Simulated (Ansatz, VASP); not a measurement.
C: VASP beside Ansatz

File INCAR:

```
SYSTEM = C
PREC = Accurate
ENCUT = 600
EDIFF = 1E-6
ISMEAR = 0
SIGMA = 0.1
LREAL = .False.
LASPH = .True.
NELM = 100
ALGO = Normal
ISIF = 3
LWAVE = .False.
LCHARG = .False.
GGA = PE
IBRION = 2
NSW = 90
EDIFFG = -0.04
```

File KPOINTS:

```
regular mesh
0
Gamma
  8 8 8
  0 0 0
```

Contents of POSCAR:

```
C
1.0
   -1.2986469400      2.1258815100      2.1828897100
    1.2986469400     -2.1258815100      2.1828897100
    1.2986469400      2.1258815100     -2.1828897100
C
4
Direct
    0.9115308200      0.3404630000      0.5710678200
    0.7306048300      0.6595370000      0.0710678200
    0.0884691800      0.6595370000      0.4289321800
    0.2693951700      0.3404630000      0.9289321800
```

Input for Ansatz:

```yaml
crystal:
  lattice:
    - [-1.29864694, 2.12588151, 2.18288971]
    - [1.29864694, -2.12588151, 2.18288971]
    - [1.29864694, 2.12588151, -2.18288971]
  atoms:
    - { symbol: C, position: [0.91153082, 0.340463, 0.57106782] }
    - { symbol: C, position: [0.73060483, 0.659537, 0.07106782] }
    - { symbol: C, position: [0.08846918, 0.659537, 0.42893218] }
    - { symbol: C, position: [0.26939517, 0.340463, 0.92893218] }
basis:
  ecutwfc: 420
kpoints:
  mp_grid: { grid: [8, 8, 8] }
hamiltonian:
  xc: pbe
scf:
  occupations: { method: gaussian, width: 0.1 }
  lower_state_search: "off"
output:
  forces: true
  stress: true
  eigenvalues: true
relax:
  adjacent_minimum: "off"
  f_tol: 0.04
  max_steps: 70
  cell: { stress_tol: 0.4 }
```

Alike in both runs: task relaxation of cell and atoms; functional PBE; k mesh 8 × 8 × 8; occupations gaussian, width 0.1 eV; no spin polarisation.

|  | VASP | Ansatz |
| --- | --- | --- |
| version | VASP 6.6.1 | Ansatz 0.2.0 |
| potentials or method | VASP PAW PBE potentials, release 64 (C) | scalar-relativistic, plane waves, PAW |
| plane-wave cutoff (eV) | 600 | 420 |
| valence electrons in the cell | 16 | 16 |

```tsv
	VASP	Ansatz	Ansatz less VASP
gap on the k mesh at the Fermi level, each at its own relaxed structure (eV)	2.74	2.72	-0.015
relaxed volume (Å³/atom)	6.62	6.61	-0.003
relaxed cell length with the largest relative difference (Å)	3.484	3.484	+0.0006
energy change over the relaxation (meV/atom)	-197	-196	+0.9
```
